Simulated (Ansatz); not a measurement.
A one-shot G0W0 calculation of GaN (zincblende) with Ansatz 0.2.0, at the level G0W0@PBE with 86 empty bands, a screening cutoff of 150 eV and a 6×6×6 mesh. The cell was relaxed with r2SCAN and then strained, so it isn't that functional's minimum.

```yaml
crystal:
  lattice:
    - [0.0, 2.1814839722, 2.1814839722]
    - [2.1814839722, 0.0, 2.1814839722]
    - [2.1814839722, 2.1814839722, 0.0]
  atoms:
    - { symbol: Ga, position: [0.0, 0.0, 0.0] }
    - { symbol: "N", position: [0.25, 0.25, 0.25] }
kpoints:
  mp_grid: { grid: [6, 6, 6] }
hamiltonian:
  xc: pbe
scf:
  occupations: { method: fixed }
gw:
  n_empty_bands: 86
  ecut_chi: 150
  qp_bands: [v2, c2]
  qp_kpoints: band_edges
  screening: { model: contour_deformation }
```

Some lines of the output have been replaced by numbered gaps.
```
Pseudopotential: Ga, paw, valence charge 13, recommended cutoff 420 eV (normal)
Pseudopotential: N, paw, valence charge 5, recommended cutoff 420 eV (normal)
Functional definition: PBE
Crystal: 2 atoms, lattice volume = 20.763 Å³
Basis set: ecut = 420 eV, 411 PW (Γ)
Bands: 13, of which v1, the nominal top of the filled ones, is band 9 counted from 1 (8 counted from 0)
Symmetry: 24 space group operations
Space group: F-43m (ITA 216)
k-points: 16 of 216 (time reversal used)
SCF converged after 6 iterations
Free energy (F): -4167.685778 eV
Fermi energy:    11.218072 eV
--- Per-component energies (eV) ---
  E_band       = 18.981617
  E_kinetic    = 251.458577
  E_local      = -1872.628704
  E_nonlocal   = 474.634378
  E_hartree    = 868.975283
  E_xc         = -130.388977
  E_vxc        = -136.241959
  E_paw        = -2119.895740
  E_vpaw       = -436.190233
  E_ewald      = -1639.840438
--- G₀W₀: contour deformation, 6 samples at zero and on the imaginary axis and 3 off it, 216 q-points, 86 empty bands' worth ---
    ik  band        ε_KS         Σx   Σc(E_QP)       V_xc       Z   E_QP_lin       E_QP  E_QP is
     0     8     11.2181  [1]
     0     9     11.2181   -24.9645     3.1463   -21.1079  0.7822    10.5021    10.5077  root
     0    10     13.5552  [2]
     0    11     22.1438    -8.1964    -5.4004   -14.3523  0.8105    22.9072    22.8993  root
     1     8     10.9111   -24.6239     3.1994   -20.6817  0.7815    10.1619    10.1683  root
     1     9     10.9111   -24.6239     3.1994   -20.6817  0.7815    10.1619    10.1683  root
     1    10     15.1100   -11.5378    -4.1756   -16.3840  0.8046    15.7851    15.7807  root
     1    11     21.0800  [3]
     2     8     10.3670   -24.0421     3.3004   -19.9512  0.7798     9.5688     9.5765  root
     2     9     10.3670   -24.0421     3.3004   -19.9512  0.7798     9.5688     9.5765  root
     2    10     16.3209   -10.3720    -4.6769   -15.7655  0.8114    17.0429    17.0374  root
     2    11     20.3762    -9.0828    -5.6350   -15.5455  0.7767    21.2151    21.2040  root
     3     8     10.1205  [4]
     3     9     10.1205   -23.7654     3.3419   -19.6166  0.7788     9.3054     9.3137  root
     3    10     16.5275   -10.2172    -4.6802   -15.5946  0.8185    17.2299    17.2247  root
     3    11     20.4165    -9.0676    -5.8615   -15.7424  0.7608    21.2432    21.2297  root
     7     8      8.4214   -22.8013     3.6088   -18.2388  0.7717     7.4528     7.4677  root
     7     9     10.0697   -23.7190     3.3434   -19.5608  0.7788     9.2463     9.2548  root
     7    10     17.8973   -10.6294    -5.0209   -16.4999  0.8009    18.7563    18.7469  root
     7    11     19.2469    -8.7293    -5.0688   -14.3996  0.7975    19.8539    19.8484  root
     8     8      9.2732   -23.0841     3.4280   -18.7546  0.7770     8.3598     8.3717  root
     8     9     10.7602  [5]
     8    10     16.6072   -11.0954    -4.6824   -16.5696  0.7967    17.4065    17.3990  root
     8    11     20.5387    -9.6561    -5.3362   -15.8300  0.7996    21.3860    21.3764  root
     9     8      8.8182   -22.6310     3.5678   -18.1399  0.7731     7.8818     7.8949  root
     9     9      8.8182   -22.6310     3.5678   -18.1399  0.7731     7.8818     7.8949  root
     9    10     15.5945    -9.1399    -4.2521   -13.7842  0.8207    15.9882    15.9867  root
     9    11     18.8690  [6]
    12     8      8.1523   -21.8838     3.6706   -17.2618  0.7687     7.1861     7.2010  root
    12     9      8.1523   -21.8838     3.6706   -17.2618  0.7687     7.1861     7.2010  root
    12    10     14.5903    -9.5669    -3.9304   -13.7410  0.8290    14.8345    14.8340  root
    12    11     18.4440    -9.8698    -4.7898   -15.3727  0.8237    19.1628    19.1571  root
```

The points are ik 0 = (0, 0, 0) (Γ), ik 1 = (0, 0, 1/6), ik 2 = (0, 0, 1/3), ik 3 = (0, 0, -1/2) (L), ik 7 = (0, 1/6, -1/3), ik 8 = (0, 1/6, -1/6), ik 9 = (0, 1/3, 1/3), ik 12 = (0, -1/2, -1/2) (X); band 9 is the last filled one.

Q: Give the withheld lines. They hold quasiparticle rows.

A:
```
[1]
     0     8     11.2181   -24.9645     3.1463   -21.1079  0.7822    10.5021    10.5077  root
[2]
     0    10     13.5552   -11.3569    -3.9913   -15.9290  0.8121    14.1389    14.1360  root
[3]
     1    11     21.0800    -8.5491    -5.3884   -14.7198  0.8044    21.8706    21.8622  root
[4]
     3     8     10.1205   -23.7654     3.3419   -19.6166  0.7788     9.3054     9.3137  root
[5]
     8     9     10.7602   -24.4160     3.2247   -20.4408  0.7809    10.0030    10.0097  root
[6]
     9    11     18.8690   -10.0968    -5.0186   -15.9525  0.8159    19.7148    19.7060  root
```
Only the leading digits can be foreseen; the rest is this run's record.

Command: `ansatz run input.yaml --threads 4 --pin off --max-ram 4608MiB --backend cpu --events-out ev --progress --plain --runs-dir out`.

Q: It took 15 s on 4 threads of Intel(R) Xeon(R) Platinum 8259CL CPU @ 2.50GHz (Skylake/Cascade Lake) (shared host), load about 0.9 per core. What peak of host memory did it reach?

A: About 0.41 GiB.

Spin-unpolarised throughout; all numbers are computed.

With a shallow d shell on the cation, G0W0 converges slowly in bands and cutoff, so these values are in doubt.
